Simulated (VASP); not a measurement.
A run of VASP 6.6.1 is set up as follows.

INCAR

```
SYSTEM = Ge
PREC = Accurate
ENCUT = 600
EDIFF = 1E-6
ISMEAR = 0
SIGMA = 0.05
LREAL = .False.
LASPH = .True.
NELM = 100
ALGO = Fast
ISIF = 3
LWAVE = .False.
LCHARG = .False.
GGA = PE
IBRION = 2
NSW = 60
EDIFFG = -0.02
```

Contents of KPOINTS:

```
Automatic mesh
0
Gamma
  12 12 12
  0 0 0
```

The input POSCAR:

```
Ge
1.0
   -1.6084200000      1.6084200000      1.8731800000
    1.6084200000     -1.6084200000      1.8731800000
    1.6084200000      1.6084200000     -1.8731800000
Ge
1
Direct
    0.5000000000      0.5000000000      0.0000000000
```

Potentials or basis: VASP PAW PBE potentials, release 64 (Ge_d).

The run is started by

```bash
$ cat potpaw_PBE.64/Ge_d/POTCAR > POTCAR
$ mpirun -np 1 vasp_std > vasp.out
```

Problem. What does it give for the relaxed volume?

Solution. 19.64 Å³/atom.

Problem. What does it give for the relaxed cell?

Solution. a = 2.962 Å, b = 2.962 Å, c = 2.962 Å, α = 114.19°, β = 114.19°, γ = 100.39°.

Problem. Estimate the space group after relaxing (to 0.05 Å).

Solution. I4/mmm (No. 139).

Problem. What does it give for the band gap on the k mesh?

Solution. None (metal or under the smearing width).

Final structure:
```cif
data_structure
_symmetry_space_group_name_H-M 'P 1'
_symmetry_Int_Tables_number 1
_cell_length_a 2.9624
_cell_length_b 2.9624
_cell_length_c 2.9624
_cell_angle_alpha 114.193
_cell_angle_beta 114.193
_cell_angle_gamma 100.392
_cell_volume 19.64
loop_
_atom_site_label
_atom_site_type_symbol
_atom_site_fract_x
_atom_site_fract_y
_atom_site_fract_z
_atom_site_occupancy
Ge1 Ge 0.50000 0.50000 0.00000 1
```
